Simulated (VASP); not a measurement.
Wanted: the native input for a VASP 6.6.1 run.

```yaml
Task: single point
Functional: PBE
Potentials_or_basis: VASP PAW PBE potentials, release 54 (Si)
Cutoff: 520 eV
k_mesh: 6 × 6 × 6
Occupations: gaussian, width 0.02 eV
Spin: no spin polarisation
Further_INCAR_settings: ALGO = Normal; EDIFF = 1e-07
```

The structure of Si lies in POSCAR:

```
Si
1.0
   -3.3360831900      3.3360831900      3.3360831900
    3.3360831900     -3.3360831900      3.3360831900
    3.3360831900      3.3360831900     -3.3360831900
Si
6
Cartesian
    1.6680415950      0.0000000000      3.3360831900
    3.3360831900      0.0000000000      1.6680415950
    3.3360831900      1.6680415950      0.0000000000
    1.6680415950      3.3360831900      0.0000000000
    0.0000000000      1.6680415950      3.3360831900
    0.0000000000      3.3360831900      1.6680415950
```

This isn't the form of Si at room conditions, which is diamond.

The input as run:

INCAR

```
SYSTEM = Si
ALGO = Normal
EDIFF = 1E-7
ENCUT = 520
GGA = PE
ISIF = 2
ISMEAR = 0
LASPH = .TRUE.
LCHARG = .FALSE.
LREAL = .FALSE.
LWAVE = .FALSE.
NELM = 100
PREC = Accurate
SIGMA = 0.02
```

KPOINTS

```
k-points
0
G
  6 6 6
  0 0 0
```

Potentials or basis: VASP PAW PBE potentials, release 54 (Si).

The run is started by

```bash
$ cat potpaw_PBE.54/Si/POTCAR > POTCAR
$ mpirun -np 1 vasp_std > vasp.out
```

Results of the run:

```json
{
  "Pressure": "1.9 GPa",
  "Band gap on the k mesh": "0.11 eV, indirect (least direct gap 0.35 eV)"
}
```

Wall time 29 s on 1 thread of Intel(R) Xeon(R) Platinum 8488C (Sapphire Rapids) (shared host), peak memory 0.3 GiB.
